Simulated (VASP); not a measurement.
# Si (P6/mmm) in VASP: further runs

One crystal, Si, is run at these levels: PBE, optB88-vdW, vdW-DF-cx; tasks: single point, relaxation of cell and atoms.

Program: VASP 6.6.1. These are calculated values, not measurements. Logs are shortened: lines on timing, memory, paths and dates and some standing lists are left out, and cuts for length are marked.

### 1 Starting point

Symmetry: P6/mmm, No. 191, hexagonal system. The conventional cell has a = 2.621 Å, b = 2.621 Å, c = 2.466 Å, α = 90.00°, β = 90.00°, γ = 120.00°. Around Si (site symmetry 6/mmm) lie 8 Si at 2.47 to 2.62 Å.

This isn't the form of Si at room conditions, which is diamond.

### 2 Single point, PBE

INCAR

```
SYSTEM = Si
  PREC = Accurate
  ENCUT = 520
  EDIFF = 1E-6
  ISMEAR = 0
  SIGMA = 0.013000000000000001
  LREAL = .FALSE.
  LASPH = .TRUE.
  NELM = 60
  ALGO = Fast
  ISIF = 2
  LWAVE = .FALSE.
  LCHARG = .FALSE.
  GGA = PE
  NBANDS = 8
```

KPOINTS

```
Automatic mesh
0
G
  12 12 11
  0 0 0
```

POSCAR

```
Si
1.0
    2.6205428149      0.0000000000      0.0000000000
   -1.3102714075      2.2694566494      0.0000000000
    0.0000000000      0.0000000000      2.4663543900
Si
1
Direct
    0.0000000000      0.0000000000      0.0000000000
```

Potentials or basis: VASP PAW PBE potentials, release 64 (Si).

On the command line:

```
$ cat potpaw_PBE.64/Si/POTCAR > POTCAR
$ mpirun -np 1 vasp_std > vasp.out
```

OUTCAR:

```text
SYSTEM = Si
   PREC = Accurate
   ENCUT = 520
   EDIFF = 1E-6
   ISMEAR = 0
   LREAL = .FALSE.
   LASPH = .TRUE.
   NELM = 60
   ISIF = 2
   GGA = PE

 ion  position               nearest neighbor table
   1  0.000  0.000  0.000-

  LATTYP: Found a hexagonal cell.
 ALAT       =     2.6205428149
 C/A-ratio  =     0.9411616463

  Lattice vectors:

 A1 = (   2.6205428149,   0.0000000000,   0.0000000000)
 A2 = (  -1.3102714075,   2.2694566494,   0.0000000000)
 A3 = (   0.0000000000,   0.0000000000,   2.4663543900)

Analysis of symmetry for initial positions (statically):
=====================================================================
 Subroutine PRICEL returns:
 Original cell was already a primitive cell.

 Routine SETGRP: Setting up the symmetry group for a
 hexagonal supercell.

 Subroutine GETGRP returns: Found 24 space group operations
 (whereof 24 operations were pure point group operations)
 out of a pool of 24 trial point group operations.

The static configuration has the point symmetry D_6h.

Analysis of symmetry for dynamics (positions and initial velocities):
=====================================================================
 Subroutine PRICEL returns:
 Original cell was already a primitive cell.

 Routine SETGRP: Setting up the symmetry group for a
 hexagonal supercell.

 Subroutine GETGRP returns: Found 24 space group operations
 (whereof 24 operations were pure point group operations)
 out of a pool of 24 trial point group operations.

The dynamic configuration has the point symmetry D_6h.

 Subroutine INISYM returns: Found 24 space group operations
 (whereof 24 operations are pure point group operations),
 and found     1 'primitive' translations

----------------------------------------------------------------------------------------

                                     Primitive cell

  volume of cell :      14.6679

  direct lattice vectors                    reciprocal lattice vectors
     2.620542815  0.000000000  0.000000000     0.381600329  0.220317053  0.000000000
    -1.310271407  2.269456649  0.000000000     0.000000000  0.440634105  0.000000000
     0.000000000  0.000000000  2.466354390     0.000000000  0.000000000  0.405456736

  length of vectors
     2.620542815  2.620542815  2.466354390     0.440634105  0.440634105  0.405456736

  position of ions in fractional coordinates (direct lattice)
[... 75 lines left out ...]
   ENCUT  =  520.0 eV  38.22 Ry    6.18 a.u.   4.87  4.87  4.59*2*pi/ulx,y,z
   NELM   =     60;   NELMIN=  2; NELMDL= -5     # of ELM steps
   EDIFF  = 0.1E-05   stopping-criterion for ELM
   LREAL  =      F    real-space projection
   EDIFFG = 0.1E-04   stopping-criterion for IOM
   NSW    =      0    number of steps for IOM
   IBRION =     -1    ionic relax: 0-MD 1-quasi-New 2-CG
   NFREE  =      0    steps in history (QN), initial steepest desc. (CG)
   ISIF   =      2    stress and relaxation
   ISYM   =      2    0-nonsym 1-usesym 2-fastsym
   POTIM  = 0.5000    time-step for ionic-motion
   TEBEG  =    0.0;   TEEND  =   0.0 temperature during run
   PSTRESS=    0.0 pullay stress
   NELECT =       4.0000    total number of electrons
   NUPDOWN=      -1.0000    fix difference up-down
   EMIN   =  10.00;   EMAX   =-10.00  energy-range for DOS
   EFERMI =   0.00;   METHOD = LEGACY
   ISMEAR =     0;   SIGMA  =   0.01  broadening in eV -4-tet -1-fermi 0-gaus
   EFERMI_NEDOS =   21; number of points for ismear=-14 and -15
   IALGO  =     68    algorithm
   IMIX   =      4    mixing-type and parameters
     AMIX     =   0.40;   BMIX     =  1.00
     AMIX_MAG =   1.60;   BMIX_MAG =  1.00
  volume/ion in A,a.u.               =      14.67        98.98
  Fermi-wavevector in a.u.,A,eV,Ry     =   1.061627  2.006184 15.334472  1.127052
  Thomas-Fermi vector in A             =   2.197050
   LORBIT       =      0    0 simple, 1 ext, 2 COOP (PROOUT), +10 PAW based schemes
   GGA     = PE    functional components
   LHFCALC =     F    Hartree Fock is set to
   AEXX    =    0.0000 exact exchange contribution
   IVDW    =     0    specifies the selected vdW correction
   LEPSILON=     F    determine dielectric tensor
   LRPA    =     F    only Hartree local field effects (RPA)
 non-spin polarized calculation
 RMM-DIIS sequential band-by-band and
 Gauss-broadening in eV      SIGMA  =   0.01
  energy-cutoff  :      520.00
  volume of cell :       14.67
 maximum number of plane-waves:       408
 NGX is ok and might be reduce to    20
   NGX =  9   NGY =  9   NGZ =  9

 number of electron       4.0000000 magnetization

 Free energy of the ion-electron system (eV)
  ---------------------------------------------------
  ext. energy  EPLUGINS =         0.00000000
  ---------------------------------------------------
  free energy    TOTEN  =        -5.11793758 eV

  energy without entropy =       -5.11782706  energy(sigma->0) =       -5.11788232

 E-fermi :   9.6522     XC(G=0): -11.0680

 val. band max:        9.6511956744   @ k =   0.3333   0.2500   0.4545
 cond. band min:       9.7105020673   @ k =   0.4167   0.1667   0.0000
 fundamental gap:      0.0593063928
 Fermi energy:         9.6521575057

 k-point     1 :       0.0000    0.0000    0.0000
  band No.  band energies     occupation
      1      -4.4456      2.00000
      2      17.1959      0.00000
      3      17.7035      0.00000
      4      20.0718      0.00000
      5      20.0718      0.00000
      6      21.9747      0.00000
      7      21.9747      0.00000
      8      27.3363      0.00000
[... 243 lines left out ...]
 k-point    24 :       0.3333    0.0000    0.0909
  band No.  band energies     occupation
      1      -1.1619      2.00000
      2       7.8207      2.00000
      3      15.6852      0.00000
      4      16.0584      0.00000
      5      19.1404      0.00000
      6      25.9224      0.00000
      7      26.4507      0.00000
      8      31.7409      0.00000

 [... further k-points ...]
[... 5 lines left out ...]
  --------------------------------------------------------------------------------------
  -------------------------------------------------------------------------------------
  Total        0.1150765      0.1150765      0.5919170     -0.0000000      0.0000000      0.0000000
  in kB       12.5698065     12.5698065     64.6550921     -0.0000000      0.0000000      0.0000000
  external PRESSURE =      29.9315684 kB  Pullay stress =       0.0000000 kB

 VOLUME and BASIS-vectors are now :
 -----------------------------------------------------------------------------
  energy-cutoff  :      520.00
  volume of cell :       14.67
      direct lattice vectors                 reciprocal lattice vectors
     2.620542815  0.000000000  0.000000000     0.381600329  0.220317053  0.000000000
    -1.310271407  2.269456649  0.000000000     0.000000000  0.440634105  0.000000000
     0.000000000  0.000000000  2.466354390     0.000000000  0.000000000  0.405456736

 POSITION                                       TOTAL-FORCE (eV/Angst)
 -----------------------------------------------------------------------------------
      0.00000      0.00000      0.00000         0.000000      0.000000      0.000000
 -----------------------------------------------------------------------------------
    total drift:                               -0.000000     -0.000000      0.000000

  FREE ENERGIE OF THE ION-ELECTRON SYSTEM (eV)
  ---------------------------------------------------
  free  energy   TOTEN  =        -5.1179375808 eV

  energy  without entropy=       -5.1178270592  energy(sigma->0) =       -5.11788232
```

OSZICAR:

```text
N       E                     dE             d eps       ncg     rms          rms(c)
DAV:   1    -0.259272816744E+01   -0.25927E+01   -0.18119E+03  1976   0.384E+02
DAV:   2    -0.511091076865E+01   -0.25182E+01   -0.24852E+01  2704   0.306E+01
DAV:   3    -0.512504827767E+01   -0.14138E-01   -0.14137E-01  2080   0.239E+00
DAV:   4    -0.512506420831E+01   -0.15931E-04   -0.15931E-04  3040   0.859E-02
DAV:   5    -0.512506421441E+01   -0.61002E-08   -0.56146E-08  2064   0.868E-04    0.300E+00
RMM:   6    -0.512075261026E+01    0.43116E-02   -0.10675E-03  1828   0.199E-01    0.174E+00
RMM:   7    -0.511792608263E+01    0.28265E-02   -0.30036E-03  1914   0.350E-01    0.150E-01
RMM:   8    -0.511793942800E+01   -0.13345E-04   -0.28216E-04  1987   0.131E-01    0.231E-02
RMM:   9    -0.511793815774E+01    0.12703E-05   -0.38437E-05  2075   0.467E-02    0.305E-02
RMM:  10    -0.511793758081E+01    0.57692E-06   -0.50201E-06  2076   0.181E-02
   1 F= -.51179376E+01 E0= -.51178823E+01  d E =-.110522E-03
```

It took 5.8 s on 1 thread of Intel Xeon Platinum 8488C (Sapphire Rapids), shared host; peak memory 0.12 GiB.

Results:

- Free energy: -5.1179 eV
- Pressure: 3.0 GPa
- Band gap on the k mesh: none (metal or under the smearing width)

Stress tensor (GPa, compression positive):
```
1.26 0.00 0.00
0.00 1.26 0.00
0.00 0.00 6.47
```

### 3 Relaxation of cell and atoms, optB88-vdW

INCAR

```
  AGGAC = 0.0
  ALGO = Fast
  EDIFF = 1E-6
  EDIFFG = -0.01
  ENCUT = 600
  GGA = BO
  IBRION = 2
  ISIF = 3
  ISMEAR = -1
  LASPH = T
  LCHARG = F
  LREAL = F
  LUSE_VDW = T
  LWAVE = F
  NELM = 60
  NSW = 60
  PARAM1 = 0.1833333333
  PARAM2 = 0.22
  PREC = Accurate
  SIGMA = 0.05
```

KPOINTS

```
k-points
0
Gamma
  12 12 11
```

POSCAR is that of step 2.

Potentials or basis: VASP PAW PBE potentials, release 64 (Si).

On the command line:

```
$ cat potpaw_PBE.64/Si/POTCAR > POTCAR
$ mpirun -np 1 vasp_std > vasp.out
```

Run time: 76 s. Hardware: 1 thread of Intel Xeon Platinum 8488C (Sapphire Rapids), shared host; peak memory 0.25 GiB.

It converged, with:

| Item | Value |
| --- | --- |
| Free energy | -3.7506 eV |
| Relaxed volume | 15.51 Å³/atom |
| Relaxed cell | a = 2.665 Å, b = 2.665 Å, c = 2.522 Å, α = 90.00°, β = 90.00°, γ = 120.00° |
| Space group after relaxing (to 0.05 Å) | P6/mmm (No. 191) |
| Energy gained by relaxing | 15.5 meV/atom |
| Ionic steps | 7 |
| Pressure after relaxing | 0.0 GPa |
| Band gap on the k mesh | none (metal or under the smearing width) |

Step by step:
```csv
step,energy change (eV),largest force (eV/Å),pressure (GPa),volume (Å³)
1,0.0000,0.0000,6.06,14.67
2,-0.0122,0.0000,-2.17,15.88
3,-0.0154,0.0000,0.10,15.48
4,-0.0154,0.0000,0.22,15.46
5,-0.0155,0.0000,0.08,15.49
6,-0.0155,0.0000,0.11,15.49
7,-0.0155,0.0000,-0.02,15.51
```

Final structure:
```
Si
1.0
     2.66470    0.00000    0.00000
    -1.33235    2.30770    0.00000
     0.00000    0.00000    2.52207
Si
1
Direct
  0.00000 0.00000 0.00000
```

Levels at points of the mesh, in eV from the Fermi level:
| k point | band 1 | band 2 | band 3 | band 4 | band 5 | band 6 |
| --- | --- | --- | --- | --- | --- | --- |
| (0.00, 0.00, 0.00) | -13.57 | 7.46 | 7.46 | 9.79 | 9.79 | 12.24 |
| (0.50, 0.00, 0.00) | -7.45 | -6.34 | 4.96 | 6.63 | 11.93 | 14.85 |

Caveat: the PAW data sets were made with another functional, which shifts forces and pressure a little.

### 4 Relaxation of cell and atoms, vdW-DF-cx

INCAR

```
SYSTEM = Si
PREC = Accurate
ENCUT = 600
EDIFF = 1E-6
ISMEAR = -1
SIGMA = 0.05
LREAL = .FALSE.
LASPH = .TRUE.
NELM = 100
ALGO = Normal
ISIF = 3
LWAVE = .FALSE.
LCHARG = .FALSE.
GGA = CX
LUSE_VDW = .TRUE.
AGGAC = 0.0
IBRION = 2
NSW = 60
EDIFFG = -0.01
```

KPOINTS

```
regular mesh
0
G
  12 12 11
  0 0 0
```

POSCAR is that of step 3.

Potentials or basis: VASP PAW PBE potentials, release 64 (Si).

On the command line:

```
$ cat potpaw_PBE.64/Si/POTCAR > POTCAR
$ mpirun -np 1 vasp_std > vasp.out
```

OUTCAR:

```text
SYSTEM = Si
   PREC = Accurate
   ENCUT = 600
   EDIFF = 1E-6
   ISMEAR = -1
   LREAL = .FALSE.
   LASPH = .TRUE.
   NELM = 100
   ISIF = 3
   GGA = CX
   IBRION = 2
   NSW = 60
   EDIFFG = -0.01

 ion  position               nearest neighbor table
   1  0.000  0.000  0.000-

  LATTYP: Found a hexagonal cell.
 ALAT       =     2.6205428149
 C/A-ratio  =     0.9411616463

  Lattice vectors:

 A1 = (   2.6205428149,   0.0000000000,   0.0000000000)
 A2 = (  -1.3102714075,   2.2694566494,   0.0000000000)
 A3 = (   0.0000000000,   0.0000000000,   2.4663543900)

Analysis of symmetry for initial positions (statically):
=====================================================================
 Subroutine PRICEL returns:
[... 398 lines left out ...]
  ---------------------------------------------------
  ext. energy  EPLUGINS =         0.00000000
  ---------------------------------------------------
  free energy    TOTEN  =        -4.13407858 eV

  energy without entropy =       -4.13159875  energy(sigma->0) =       -4.13283867

 E-fermi :   9.3809     XC(G=0): -10.9892

 val. band max:        9.3210941426   @ k =   0.3333   0.2500   0.4545
 cond. band min:       9.5312469249   @ k =   0.4167   0.1667   0.0000
 fundamental gap:      0.2101527822
 Fermi energy:         9.3809171013

 k-point     1 :       0.0000    0.0000    0.0000
  band No.  band energies     occupation
      1      -4.5194      2.00000
      2      16.7964      0.00000
      3      17.0017      0.00000
      4      19.7657      0.00000
      5      19.7657      0.00000
      6      21.7187      0.00000
[... 199 lines left out ...]
 k-point    24 :       0.3333    0.0000    0.0909
  band No.  band energies     occupation
      1      -1.2649      2.00000
      2       7.6496      2.00000
      3      15.4288      0.00000
      4      15.7087      0.00000
      5      18.6771      0.00000
      6      25.2366      0.00000

 [... further k-points ...]
[... 5 lines left out ...]
  --------------------------------------------------------------------------------------
  -------------------------------------------------------------------------------------
  Total        0.0026016      0.0026016      0.0084025     -0.0000000      0.0000000      0.0000000
  in kB        0.2786225      0.2786225      0.8998739     -0.0000000      0.0000000      0.0000000
  external PRESSURE =       0.4857063 kB  Pullay stress =       0.0000000 kB
[... 20 lines left out ...]
  energy  without entropy=       -4.1315987512  energy(sigma->0) =       -4.13283867

Total vdW correction in eV:      0.3675230

 reached required accuracy - stopping structural energy minimisation
```

OSZICAR:

```text
N       E                     dE             d eps       ncg     rms          rms(c)
DAV:   1     0.379849862180E+00    0.37985E+00   -0.19064E+03  1446   0.576E+02
DAV:   2    -0.408546259614E+01   -0.44653E+01   -0.41207E+01  1908   0.470E+01
DAV:   3    -0.413162188521E+01   -0.46159E-01   -0.45935E-01  1710   0.507E+00
DAV:   4    -0.413171377857E+01   -0.91893E-04   -0.91891E-04  1926   0.245E-01
[... 33 lines left out ...]
DAV:   1    -0.413407914747E+01   -0.14923E-05   -0.30813E-05  1596   0.312E-02    0.394E-03
DAV:   2    -0.413407878202E+01    0.36545E-06   -0.85583E-07   918   0.729E-03
   6 F= -.41340788E+01 E0= -.41328374E+01  d E =-.414157E-05
       N       E                     dE             d eps       ncg     rms          rms(c)
DAV:   1    -0.413407862072E+01    0.52675E-06   -0.24065E-06  1692   0.901E-03    0.148E-03
DAV:   2    -0.413407858296E+01    0.37755E-07   -0.76899E-08   696   0.211E-03
   7 F= -.41340786E+01 E0= -.41328387E+01  d E =-.394251E-05
```

CONTCAR:

```text
Si
   1.00000000000000
     2.6292481094486360   -0.0000000000001920    0.0000000000000000
    -1.3146240547746504    2.2769956556265596    0.0000000000000000
    -0.0000000000000000    0.0000000000000000    2.4988608655174986
  Si
     1
Direct
     0.0000000000000000    0.0000000000000000    0.0000000000000000

  0.00000000E+00  0.00000000E+00  0.00000000E+00
```

It took 67 s on 1 thread of Intel Xeon Platinum 8488C (Sapphire Rapids), shared host; peak memory 0.24 GiB.

What came out:

```yaml
Free_energy: -4.1341 eV
Relaxed_volume: 14.96 Å³/atom
Relaxed_cell: a = 2.629 Å, b = 2.629 Å, c = 2.499 Å, α = 90.00°, β = 90.00°, γ = 120.00°
Space_group_after_relaxing_to_0.05_Å: P6/mmm (No. 191)
Energy_gained_by_relaxing: 3.5 meV/atom
Ionic_steps: 7
Pressure_after_relaxing: 0.0 GPa
Band_gap_on_the_k_mesh: none (metal or under the smearing width)
```

The path:
```csv
step,energy change (eV),largest force (eV/Å),pressure (GPa),volume (Å³)
1,0.0000,0.0000,2.47,14.67
2,-0.0020,0.0000,-1.39,15.15
3,-0.0035,0.0000,0.05,14.96
4,-0.0035,0.0000,0.09,14.95
5,-0.0035,0.0000,0.02,14.97
6,-0.0035,0.0000,0.03,14.96
7,-0.0035,0.0000,0.05,14.96
```

Final structure:
```
CELL_PARAMETERS angstrom
2.62925 0.00000 0.00000
-1.31462 2.27700 0.00000
0.00000 0.00000 2.49886
ATOMIC_POSITIONS crystal
Si 0.00000 0.00000 0.00000
```

Levels at points of the mesh, in eV from the Fermi level:
| k point | band 1 | band 2 | band 3 | band 4 | band 5 |
| --- | --- | --- | --- | --- | --- |
| (0.00, 0.00, 0.00) | -13.90 | 7.42 | 7.62 | 10.38 | 10.38 |
| (0.50, 0.00, 0.00) | -7.44 | -6.63 | 5.23 | 6.62 | 12.44 |

Caveat: the PAW data sets were made with another functional, which shifts forces and pressure a little.

### 5 The runs side by side

| task | level | cell | cutoff (eV) | smearing | gap on the mesh (eV) | pressure (GPa) | relaxed volume (Å³/atom) |
| --- | --- | --- | --- | --- | --- | --- | --- |
| single point | PBE | as given | 520 | gaussian 0.013 eV | none | 3.0 | - |
| relaxation of cell and atoms | optB88-vdW | relaxed | 600 | fermi-dirac 0.05 eV | none | 0.0 | 15.51 |
| relaxation of cell and atoms | vdW-DF-cx | relaxed | 600 | fermi-dirac 0.05 eV | none | 0.0 | 14.96 |

Alike in all rows: potentials or basis VASP PAW PBE potentials, release 64 (Si); no spin polarisation; k mesh 12 × 12 × 11.

Caveats: the PAW data sets were made with another functional, which shifts forces and pressure a little (some runs).

Absolute energies hang on the potentials; compare differences alone.
